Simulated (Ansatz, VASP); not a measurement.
## Be in VASP and in Ansatz

```
Be
1.0
     2.29950    0.00000    0.00000
    -1.14975    1.99143    0.00000
     0.00000    0.00000    3.60090
Be
2
Direct
  0.33333 0.66667 0.25000
  0.66667 0.33333 0.75000
```

Alike in both runs: task electric field gradients; functional PBEsol; k mesh 20 × 20 × 11; occupations fermi-dirac, width 0.05 eV; no spin polarisation.

|  | VASP | Ansatz |
| --- | --- | --- |
| version | VASP 6.6.1 | Ansatz 0.2.0 |
| potentials or method | VASP PAW PBE potentials, release 64 (Be) | PAW with Ansatz's default frozen-core files, scalar-relativistic |
| plane-wave cutoff (eV) | 520 | 420 |
| valence electrons in the cell | 4 | 4 |

VASP gave:

- pressure (GPa): -5.4
- largest component of the traceless stress (GPa): 0.13
- Vzz of the field gradient on the site that differs most (V/Å²): -0.6

Task: Estimate Ansatz's values.

Result: Pressure (GPa): -5.7; largest component of the traceless stress (GPa): 0.08; Vzz of the field gradient on the site that differs most (V/Å²): -0.3.

With one functional, cell and mesh, what is left measures potentials, basis and numerics.

Caveats: the PAW data sets were made with another functional, which shifts forces and pressure a little (VASP).
